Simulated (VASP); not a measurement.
# AlN (Fm-3m) in VASP: further runs

The runs below take AlN through single point, with HSE06, r2SCAN, PBE.

Everything below comes from runs of VASP 6.6.1. Logs are shortened: lines on timing, memory, paths and dates and some standing lists are left out, and cuts for length are marked.

**1. The cell of the first run**

The structure is cubic, space group Fm-3m (No. 225). The conventional cell has a = 4.250 Å, b = 4.250 Å, c = 4.250 Å, α = 90.00°, β = 90.00°, γ = 90.00°. Al (site symmetry m-3m) has 6 N at 2.12 Å as nearest neighbours. Around N (site symmetry m-3m) lie 6 Al at 2.12 Å.

The cell was built by a generator and needn't be a form met in nature.

**2. Single point, HSE06 (hydrostatic strain +5.2%)**

Contents of POSCAR:

```
AlN
1.0
    0.0000000000      2.1248590388      2.1248590388
    2.1248590388      0.0000000000      2.1248590388
    2.1248590388      2.1248590388      0.0000000000
Al N
1 1
Direct
    0.0000000000      0.0000000000      0.0000000000
    0.5000000000      0.5000000000      0.5000000000
```

Contents of INCAR.step1:

```
SYSTEM = AlN
  PREC = Accurate
  ENCUT = 520
  EDIFF = 1E-5
  ISMEAR = 0
  SIGMA = 0.01
  LREAL = .False.
  LASPH = .True.
  NELM = 100
  ALGO = Normal
  ISIF = 2
  LWAVE = .True.
  GGA = PE
  NBANDS = 11
```

Contents of INCAR.step2:

```
SYSTEM = AlN
  PREC = Accurate
  ENCUT = 520
  EDIFF = 1E-6
  ISMEAR = 0
  SIGMA = 0.01
  LREAL = .False.
  LASPH = .True.
  NELM = 100
  ALGO = Normal
  ISIF = 2
  LWAVE = .False.
  LCHARG = .True.
  GGA = PE
  LHFCALC = .True.
  HFSCREEN = 0.2079
  PRECFOCK = Normal
  LELF = .True.
  LVHAR = .True.
  ISTART = 1
  NBANDS = 11
```

Contents of KPOINTS:

```
regular mesh
0
Gamma
  8 8 8
  0 0 0
```

Potentials or basis: VASP PAW PBE potentials, release 64 (Al, N).

Started as:

```console
cat potpaw_PBE.64/Al/POTCAR potpaw_PBE.64/N/POTCAR > POTCAR
cp INCAR.step1 INCAR
mpirun -np 1 vasp_std > vasp.out
cp INCAR.step2 INCAR
mpirun -np 1 vasp_std > vasp.out
```

OUTCAR:

```text
SYSTEM = AlN
   PREC = Accurate
   ENCUT = 520
   EDIFF = 1E-6
   ISMEAR = 0
   LREAL = .False.
   LASPH = .True.
   NELM = 100
   ISIF = 2
   GGA = PE
   LHFCALC = .True.
   HFSCREEN = 0.2079
   PRECFOCK = Normal
   ISTART = 1

 ion  position               nearest neighbor table
   1  0.000  0.000  0.000-   2 2.12   2 2.12   2 2.12   2 2.12   2 2.12   2 2.12
   2  0.500  0.500  0.500-   1 2.12   1 2.12   1 2.12   1 2.12   1 2.12   1 2.12

  LATTYP: Found a face centered cubic cell.
 ALAT       =     4.2497180776

  Lattice vectors:

 A1 = (   0.0000000000,   2.1248590388,   2.1248590388)
 A2 = (   2.1248590388,   0.0000000000,   2.1248590388)
 A3 = (   2.1248590388,   2.1248590388,   0.0000000000)

Analysis of symmetry for initial positions (statically):
=====================================================================
 Subroutine PRICEL returns:
 Original cell was already a primitive cell.

 Routine SETGRP: Setting up the symmetry group for a
 face centered cubic supercell.

 Subroutine GETGRP returns: Found 48 space group operations
 (whereof 48 operations were pure point group operations)
 out of a pool of 48 trial point group operations.

The static configuration has the point symmetry O_h .

Analysis of symmetry for dynamics (positions and initial velocities):
=====================================================================
 Subroutine PRICEL returns:
 Original cell was already a primitive cell.

 Routine SETGRP: Setting up the symmetry group for a
 face centered cubic supercell.

 Subroutine GETGRP returns: Found 48 space group operations
 (whereof 48 operations were pure point group operations)
 out of a pool of 48 trial point group operations.

The dynamic configuration has the point symmetry O_h .

 Subroutine INISYM returns: Found 48 space group operations
 (whereof 48 operations are pure point group operations),
 and found     1 'primitive' translations

----------------------------------------------------------------------------------------

                                     Primitive cell

  volume of cell :      19.1876

  direct lattice vectors                    reciprocal lattice vectors
     0.000000000  2.124859039  2.124859039    -0.235309727  0.235309727  0.235309727
     2.124859039  0.000000000  2.124859039     0.235309727 -0.235309727  0.235309727
     2.124859039  2.124859039  0.000000000     0.235309727  0.235309727 -0.235309727

[... 95 lines left out ...]
   NUPDOWN=      -1.0000    fix difference up-down
   EMIN   =  10.00;   EMAX   =-10.00  energy-range for DOS
   EFERMI =   0.00;   METHOD = LEGACY
   ISMEAR =     0;   SIGMA  =   0.01  broadening in eV -4-tet -1-fermi 0-gaus
   EFERMI_NEDOS =   21; number of points for ismear=-14 and -15
   IALGO  =     38    algorithm
   IMIX   =      1    mixing-type and parameters
     AMIX     =   0.40;   BMIX     =  1.00
     AMIX_MAG =   1.60;   BMIX_MAG =  1.00
  volume/ion in A,a.u.               =       9.59        64.74
  Fermi-wavevector in a.u.,A,eV,Ry     =   1.223014  2.311161 20.351089  1.495763
  Thomas-Fermi vector in A             =   2.358140
   LORBIT       =      0    0 simple, 1 ext, 2 COOP (PROOUT), +10 PAW based schemes
   GGA     = PE    functional components
   LHFCALC =     T    Hartree Fock is set to
   PRECFOCK=normal    Normal, Fast or Accurate (Low or Medium for compatibility)
   ENCUT4O =  -1.0   cutoff for four orbital integrals eV
   NKREDX  =     1    reduce k-point grid by
   NKREDY  =     1    reduce k-point grid by
   NKREDZ  =     1    reduce k-point grid by
   AEXX    =    0.2500 exact exchange contribution
   HFSCREEN=    0.2079 screening length (either q_TF or 0.3 A-1)
   HFSCREENC=   0.2079 screening length for correlation (either q_TF or 0.3 A-1)
   ENCUTFOCK=  -1.0 apply spherical cutoff to Coloumb kernel
   IVDW    =     0    specifies the selected vdW correction
   LEPSILON=     F    determine dielectric tensor
   LRPA    =     F    only Hartree local field effects (RPA)
 non-spin polarized calculation
 Gauss-broadening in eV      SIGMA  =   0.01
  energy-cutoff  :      520.00
  volume of cell :       19.19
 maximum number of plane-waves:       534
 NGX is ok and might be reduce to    24
  NGX = 18; NGY = 18; NGZ = 18

 number of electron       7.9999999 magnetization

 Free energy of the ion-electron system (eV)
  ---------------------------------------------------
  ext. energy  EPLUGINS =         0.00000000
  ---------------------------------------------------
  free energy    TOTEN  =       -16.81022496 eV

  energy without entropy =      -16.81022496  energy(sigma->0) =      -16.81022496

 E-fermi :   7.3979     XC(G=0):  -9.5319

 val. band max:        7.3439651123   @ k =   0.0000   0.0000   0.0000
 cond. band min:      11.8272369037   @ k =   0.5000   0.5000   0.0000
 fundamental gap:      4.4832717914
 Fermi energy:         7.3978530429

 k-point     1 :       0.0000    0.0000    0.0000
  band No.  band energies     occupation
      1     -10.5563      2.00000
      2       7.3440      2.00000
      3       7.3440      2.00000
      4       7.3440      2.00000
      5      12.3379      0.00000
      6      20.5532      0.00000
      7      20.5532      0.00000
      8      20.5532      0.00000
      9      25.3308      0.00000
     10      25.7251      0.00000
     11      25.7251      0.00000
[... 309 lines left out ...]
 k-point    24 :      -0.3750    0.2500    0.1250
  band No.  band energies     occupation
      1      -7.2515      2.00000
      2       0.1812      2.00000
      3       3.8880      2.00000
      4       5.5392      2.00000
      5      16.0796      0.00000
      6      16.2068      0.00000
      7      20.1179      0.00000
      8      20.3329      0.00000
      9      25.7622      0.00000
     10      26.3865      0.00000
     11      29.9579      0.00000

 [... further k-points ...]
[... 5 lines left out ...]
  --------------------------------------------------------------------------------------
  -------------------------------------------------------------------------------------
  Total       -3.8978835     -3.8978835     -3.8978835     -0.0000000     -0.0000000      0.0000000
  in kB     -325.4760711   -325.4760711   -325.4760711     -0.0000000     -0.0000000      0.0000000
  external PRESSURE =    -325.4760711 kB  Pullay stress =       0.0000000 kB

 VOLUME and BASIS-vectors are now :
 -----------------------------------------------------------------------------
  energy-cutoff  :      520.00
  volume of cell :       19.19
      direct lattice vectors                 reciprocal lattice vectors
     0.000000000  2.124859039  2.124859039    -0.235309727  0.235309727  0.235309727
     2.124859039  0.000000000  2.124859039     0.235309727 -0.235309727  0.235309727
     2.124859039  2.124859039  0.000000000     0.235309727  0.235309727 -0.235309727

 POSITION                                       TOTAL-FORCE (eV/Angst)
 -----------------------------------------------------------------------------------
      0.00000      0.00000      0.00000        -0.000000      0.000000      0.000000
      2.12486      2.12486      2.12486         0.000000     -0.000000     -0.000000
 -----------------------------------------------------------------------------------
    total drift:                               -0.000095     -0.000121     -0.000122

  FREE ENERGIE OF THE ION-ELECTRON SYSTEM (eV)
  ---------------------------------------------------
  free  energy   TOTEN  =       -16.8102249564 eV

  energy  without entropy=      -16.8102249564  energy(sigma->0) =      -16.81022496
```

It took 17 min on 1 thread of Intel Xeon Platinum 8488C (Sapphire Rapids), shared host; peak memory 0.25 GiB.

Results:

- Free energy: -16.8102 eV
- Pressure: -32.5 GPa
- Band gap on the k mesh: 4.48 eV, indirect (least direct gap 4.99 eV)

Caveat: the cell as given lies far from equilibrium; so large a pressure means that the cell lies far from this level's equilibrium, or that cutoff or potentials fall short; the potentials were made for another functional, which shifts forces and pressure. A k mesh can miss the band edges.

(Continued in part 2 of 2.)
